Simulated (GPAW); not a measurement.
Something may be wrong with this GPAW 26.7.0 calculation of WSe.

Contents of run.py:

```python
import numpy as np
from ase import Atoms
from ase.calculators.mixing import SumCalculator
from ase.constraints import FixAtoms
from ase.io import write
from ase.optimize import BFGS
from dftd3.ase import DFTD3
from gpaw import GPAW

atoms = Atoms(['W', 'Se', 'Se', 'W'],
              cell=[[3.3179375931, 0, 0.0],
                    [-1.6589687965, 2.8734182438, 0.0],
                    [0.0, 0.0, 31.65814242]],
              scaled_positions=[[0.0, 0.0, 0.2369058772],
                                [0.33333333, 0.66666666, 0.2894123711],
                                [0.33333333, 0.66666666, 0.7105876289],
                                [0.0, 0.0, 0.7630941228]],
              pbc=True)
atoms.pbc = (True, True, False)
atoms.set_constraint(FixAtoms([0, 1]))

calc = GPAW(mode='lcao',
            h=0.16,
            basis='dzp',
            xc='revPBE',
            kpts={'size': (5, 5, 1), 'gamma': True},
            occupations={'name': 'fermi-dirac', 'width': 0.05},
            convergence={'density': 1e-05, 'energy': 1e-05},
            mixer={'backend': 'pulay', 'beta': 1.5, 'nmaxold': 1, 'weight': 1.0},
            maxiter=60,
            poissonsolver={'dipolelayer': 'xy'},
            symmetry={'extra_ids': [1, 1, 0, 0]},
            txt='gpaw.txt')
atoms.calc = SumCalculator([calc, DFTD3(method='revpbe', damping='d3bjm')])
opt = BFGS(atoms, trajectory='relax.traj', logfile='-')
done = opt.run(fmax=0.02, steps=30)
calc.write('gs.gpw')
write('result.traj', atoms)
print('Converged:', done)
print('Cell:', atoms.cell.cellpar().round(4))
print('Volume:', round(atoms.get_volume(), 4))
print(atoms.get_scaled_positions().round(5))

v = calc.get_electrostatic_potential().mean(axis=(0, 1))
z = np.arange(len(v)) * atoms.cell[2, 2] / len(v)
ef = calc.get_fermi_level()
np.savetxt('planar.dat', np.c_[z, v], fmt='%.4f')
below, above = np.interp([1.5, atoms.cell[2, 2] - 1.5], z, v) - ef
print(f'Work functions: bottom {below:.4f} eV, top {above:.4f} eV')
print('Dipole moment:', *calc.get_dipole_moment().round(5), 'e A')
```

Potentials or basis: the program's PAW data sets (release 1.2.1) made for this functional, lcao:dzp.

Run with:

```sh
$ OMP_NUM_THREADS=1 python run.py
```

gpaw.txt:

```text
__  _  _
 | _ |_)|_||  |
 |__||  | ||/\| - 26.7.0

Input parameters:
  mode=LCAO(),
  basis={'default': 'dzp'},
  convergence={'density': 1e-05, 'energy': 1e-05},
  h=0.16,
  kpts=MonkhorstPack(size=(5, 5, 1), gamma=True),
  maxiter=60,
  mixer=Pulay(name='pulay', nmaxold=1, beta=1.5, weight=1.0, sigma=0.015, g_ss=None),
  occupations=Occupations(name='fermi-dirac', width=0.05),
  poissonsolver=PoissonSolver(dipolelayer='xy'),
  symmetry=Symmetry(extra_ids=array([1, 1, 0, 0])),
  xc=XC(name='revPBE')

       W
         Se

         Se

       W

Atoms  # Å, Bohr magnetons
|   | symbol |        x |        y |         z |    initial magnetic moments |
|---|--------|----------|----------|-----------|-----------------------------|
| 0 |      W | 0.000000 | 0.000000 |  7.500000 | ( 0.0000,  0.0000,  0.0000) |
| 1 |     Se | 0.000000 | 1.915612 |  9.162258 | ( 0.0000,  0.0000,  0.0000) |
[... 323 lines left out ...]
Dipole correction along z-axis
xc functional:
  name: revPBE with 2 nearest neighbor stencil
interpolation: tri-quintic # 5. degree polynomial

convergence criteria:
- Maximum integral of absolute [dens]ity change: 1e-05 electrons / valence electron
- Maximum [total energy] change in last 3 cyles: 1e-05 eV / valence electron
- Maximum integral of absolute [eigenst]ate change: 4e-08 eV^2 / valence electron
maximum number of iterations: 60

SCF iterations
|iter     | |      energy | eigst |  dens |
|---------|-|-------------|-------|-------|
|iter:   1| |  -24.760640 |      c|       |
|iter:   2| |  -52.242853 |      c| -1.14 |
|iter:   3| |-2387.087466 |      c| -0.54 |
|iter:   4| |-19168.446455 |      c| +0.09 |
|iter:   5| |-42095.843854 |      c| +0.40 |
|iter:   6| |-52270.186966 |      c| +0.51 |
|iter:   7| |-61662.499256 |      c| +0.55 |
|iter:   8| |-63177.293889 |      c| +0.57 |
|iter:   9| |-67341.057075 |      c| +0.58 |
|iter:  10| |-66141.286787 |      c| +0.59 |
|iter:  11| |-68843.604709 |      c| +0.59 |
|iter:  12| |-66924.995949 |      c| +0.59 |
[... 33 lines left out ...]
|iter:  46| |-957562.427785 |      c| +0.60 |
|iter:  47| |-957562.428010 |      c| +0.60 |
|iter:  48| |-957562.428128c|      c| +0.60 |
|iter:  49| |-957562.428184c|      c| +0.60 |
|iter:  50| |-957562.428215c|      c| +0.60 |
|iter:  51| |-957562.428230c|      c| +0.60 |
|iter:  52| |-957562.428237c|      c| +0.60 |
|iter:  53| |-957562.428241c|      c| +0.60 |
|iter:  54| |-957562.428243c|      c| +0.60 |
|iter:  55| |-957562.428244c|      c| +0.60 |
|iter:  56| |-957562.428245c|      c| +0.60 |
|iter:  57| |-957562.428245c|      c| +0.60 |
|iter:  58| |-957562.428245c|      c| +0.60 |
|iter:  59| |-957562.428245c|      c| +0.60 |
|iter:  60| |-957562.428245c|      c| +0.60 |
```

On the terminal:

```text
Traceback (most recent call last):
  File "run.py", line 36, in <module>
  File "optimize/optimize.py", line 506, in run
  File "optimize/optimize.py", line 375, in run
  File "optimize/optimize.py", line 322, in irun
  File "optimize/optimize.py", line 38, in get_gradient
  File "ase/atoms.py", line 2015, in get_forces
  File "abc.py", line 31, in get_forces
  File "calculator.py", line 517, in get_property
  File "mixing.py", line 97, in calculate
  File "mixing.py", line 52, in get_properties
  File "mixing.py", line 33, in get_property
  File "new/ase_interface.py", line 241, in get_property
  File "new/ase_interface.py", line 215, in calculate_property
  File "new/ase_interface.py", line 177, in iconverge
  File "new/calculation.py", line 252, in iconverge
  File "new/scf.py", line 130, in iterate
gpaw.KohnShamConvergenceError
```

Q: Diagnose the run.

A: No converged result was reached. The input holds a flaw that was put in on purpose: density mixing far too strong (mixer = backend pulay, beta 1.5, nmaxold 1, weight 1.0).
